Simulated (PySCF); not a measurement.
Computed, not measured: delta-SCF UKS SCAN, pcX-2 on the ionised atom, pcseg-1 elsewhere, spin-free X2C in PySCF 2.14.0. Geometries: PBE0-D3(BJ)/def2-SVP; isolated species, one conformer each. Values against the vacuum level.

Task: Rank by computed C 1s binding energy, lowest first.
A. C1 in `[CH3:1][NH:2][C:3]([CH3:4])([CH3:5])[CH3:6]`
B. C7 in `[CH3:1][S:2](=[O:3])(=[O:4])[C:5]1=[CH:6][CH2:7]1`
C. Carbon in `C1=C\C=C/C=C\C=C/1`
D. C3 in `[CH3:1][O:2][C:3]([CH3:4])=[O:5]`
E. C5 in `[CH3:1][Si:2]([CH3:3])([CH3:4])[C@H:5]([F:6])[Cl:7]`

Result: C (290.18 eV), A (291.17 eV), B (291.65 eV), E (293.63 eV), D (294.62 eV).

From the lowest up, the atoms are bonded to: 2 C and H (290.18); N and 3 H (291.17); 2 C and 2 H (291.65); F, Cl, H and Si (293.63); O (double bond), O and C (294.62).

Task: Order these sites by rising O 1s binding energy.
A. O5 in `[CH3:1][CH2:2][C:3](=[O:4])[OH:5]`
B. Oxygen in `O=S(=O)(C)C1=CC1`
C. O2 in `[CH3:1][O:2][C:3]([CH3:4])=[O:5]`

Result: B (537.48 eV), C (539.51 eV), A (540.12 eV).

The highest is bonded to C and H, the lowest to S (double bond); the range is 2.64 eV.

1 of these hole states is spin-contaminated (⟨S²⟩ 0.91, against 0.75; counted from 0.85) and less certain.
